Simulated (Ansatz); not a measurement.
## HgTe: zone-centre modes at 30 GPa

The calculation used DFT PBE, scalar-relativistic, plane waves, PAW (Ansatz 0.2.0). Cutoff 420 eV, 12×12×12 k-points (Γ-centred), Fermi-Dirac smearing of 0.15 eV. No spin polarisation. Phonons by linear response, acoustic sum rule imposed.

The cell, relaxed at 30 GPa:
```yaml
crystal:
  lattice:
    - [0.00000, 2.95598, 2.95598]
    - [2.95598, 0.00000, 2.95598]
    - [2.95598, 2.95598, 0.00000]
  atoms:
    - { symbol: Hg, position: [0.00000, 0.00000, 0.00000] }
    - { symbol: Te, position: [0.75000, 0.75000, 0.75000] }
```

In a metal, frequencies and elastic constants depend on the k mesh and the smearing, soft modes and shear constants most. Spin–orbit coupling is left out, which can shift energies with elements as heavy as these. Other phases may be more stable at this pressure.

Optical modes at Γ; i marks an imaginary frequency:
```tsv
frequency (meV)	degeneracy
24.3	3
```

All 3 optical modes at Γ are real: no displacement of atoms at fixed cell lowers the energy to second order. Strains and modes at other wave vectors aren't tested by this run.

The bands only touch here, so at this level the crystal is a zero-gap semiconductor or semimetal, not an ordinary metal; spin–orbit coupling, left out, can open or move such a gap.

Cost: 1 run of about 1.3 core-minutes, on Intel Xeon Processor @ 2.70GHz (shared hosts).